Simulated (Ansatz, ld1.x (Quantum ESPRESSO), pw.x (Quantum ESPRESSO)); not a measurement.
## Ag: does the TM potential hold in the solid?

ld1.x (Quantum ESPRESSO) 7.5 input, shortened:

```
&input
   title='Ag', zed=47., rel=1, dft='PBE', iswitch=3,
   config='[Kr] 4d10 5s1 5p0'
 /
 &inputp
   pseudotype=2, tm=.true., lloc=-1, rcloc=3.25,
   nlcc=.false.
 /
3
5S  1  0   1.00   0.00  1.75  1.75  0.0
5P  2  1   0.00   0.00  3.30  3.30  0.0
4D  3  2  10.00   0.00  1.80  1.80  0.0
 &test
   configts(1)='4d10 5s1 5p0'
 /
```

Atomic tests: cutoffs needed: 60 Ry and 100 Ry (the cutoffs (Ry, on a coarse ladder) from which the occupation-weighted sum of valence levels, in a spherical-Bessel basis at the reference potential, stays within 10 and 1 mRy of its value at 400 Ry); ghost test: no extra level below or beside the all-electron valence levels (s, p, d, f tested) (spherical-Bessel basis up to 400 Ry, 20 bohr box); configuration tests: 1 of 7 tests not solved or not reliable.

Crystal test: diamond Ag in pw.x 7.5, no spin, 8³ k-points, Fermi–Dirac smearing 0.01 Ry, cutoffs 120/480 Ry. The reference is all-electron LAPW (Ansatz 0.2.0) with the same functional, mesh and smearing; V0 and B0 come from Birch–Murnaghan fits to the pressures at five volumes. Errors are pseudo minus all-electron; Δ is the rms difference of the E(V) curves that follow from these fits, minima aligned, over ±6 % about the mean V0. Mesh and smearing are coarse, so the numbers serve the comparison and aren't converged zero-temperature values; the lattice is a test structure that the element need not adopt.

All-electron: a0 = 6.217 Å (V0 = 30.04 Å³/atom), B0 = 30.1 GPa.

Q: How far does the potential miss the all-electron equation of state?

A: mean pressure error (GPa): +2.22. The pressure does not cross zero within the volumes sampled, so no fit is given. The largest radius (3.30 bohr) exceeds half the bond length (2.54 bohr), so the spheres overlap, which is one possible source of error among others. This is a poor potential for the solid. Atomic configuration tests: 1 of 7 tests not solved or not reliable.

| V (Å³/atom) | P all-electron (GPa) | P pseudo (GPa) |
| --- | --- | --- |
| 28.561 | 1.75 | 4.54 |
| 29.312 | 0.79 | 3.26 |
| 30.064 | -0.02 | 2.16 |
| 30.816 | -0.71 | 1.23 |
| 31.567 | -1.30 | 0.43 |

Q: At the middle volume, how do free energy and pressure move when the wave cutoff is lowered (ecutrho kept at four times it)?

A:

```tsv
cutoff (Ry)	shift of F (meV/atom)	shift of P (GPa)
54	+309.6	-13.88
72	+22.1	-0.02
96	+8.5	-0.13
```

The run at the middle volume (29 k-points, 9 iterations) took about 58 s on one core of a shared host (Neoverse-V2, 32 threads, 247 GiB, load 11).
